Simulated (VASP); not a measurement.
Runs of VASP 6.6.1 on CuI (Marshite). Symmetry: F-43m, No. 216, cubic system. Conventional cell: a = 5.974 Å, b = 5.974 Å, c = 5.974 Å, α = 90.00°, β = 90.00°, γ = 90.00°. Around Cu (site symmetry -43m) lie 4 I at 2.59 Å. Around I (site symmetry -43m) lie 4 Cu at 2.59 Å. 

```csv
task,cell,gap on the mesh (eV),pressure (GPa)
relaxation of the atoms,atoms relaxed from: a relaxed cell with its volume scaled by 1.06,(a),-2.4
relaxation of the atoms,atoms relaxed from: a relaxed cell with its volume scaled by 0.94,1.45,3.3
relaxation of the atoms,atoms relaxed,1.27,0.0
relaxation of cell and atoms,relaxed,1.27,0.0
relaxation of the atoms,atoms relaxed from: a relaxed cell with its volume scaled by 0.98,1.32,1.0
```

Alike in all rows: level PBE+D3(BJ); potentials or basis VASP PAW PBE potentials, release 64 (Cu, I); no spin polarisation; k mesh 8 × 8 × 8; cutoff (eV) 600; smearing gaussian 0.03 eV.

Fill in the values left out.

(a) 1.11.

Caveats: the relaxation stopped at its first step, so nothing moved; spin-orbit coupling is left out, which moves the levels of the heavy elements.

A k mesh can miss the band edges, and the runs leave out spin-orbit coupling on I.
